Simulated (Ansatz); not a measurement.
Rows from a G0W0 calculation on Te2Pt (1T monolayer) (Ansatz 0.2.0; G0W0 on PBEsol, plane waves, PAW; PAW set soft_1; 6×6×1 mesh, 458 empty bands, screening to 65 eV, PAW set soft_1 files), in eV. Spin-orbit coupling is left out.

| row | k | band | start | Σx | Σc at the solution | Vxc |
| --- | --- | --- | --- | --- | --- | --- |
| A | (0.167, 0.167, 0.000) | c1 | -3.772 | -13.597 | -2.707 | -16.749 |
| B | Γ | v1 | -4.686 | -16.227 | 0.709 | -15.426 |
| C | (0.167, 0.167, 0.000) | c2 | -3.351 | -14.584 | -2.819 | -17.890 |
| D | Γ | c1 | -2.240 | -15.897 | -2.994 | -19.413 |
| E | (0.167, 0.167, 0.000) | v1 | -5.138 | -16.851 | 1.273 | -15.396 |
| F | (0.167, 0.167, 0.000) | v2 | -6.171 | -20.248 | 2.071 | -18.051 |

**Question.** Work out each quasiparticle level and how far it moved.

The quasiparticle equation reads E = start + Σx + Σc(E) − Vxc.

| row | E (eV) | shift (eV) |
| --- | --- | --- |
| A | -3.327 | +0.445 |
| B | -4.778 | −0.092 |
| C | -2.864 | +0.487 |
| D | -1.718 | +0.522 |
| E | -5.320 | −0.182 |
| F | -6.297 | −0.126 |

Limits: not at the basis limit; coarse mesh for a sheet; no spin polarisation; d states lean on the start; no spin-orbit coupling.

[Runs of the session that timed out or met a known fault of the program may be left out.]

[Cells called generated may have been cut or substituted from an entry of the Crystallography Open Database or the Materials Project.]

[Hosts, paths, dates, database ids (printed as entryN), source tags and the programs' standing remarks are cut or masked in the printed files.]
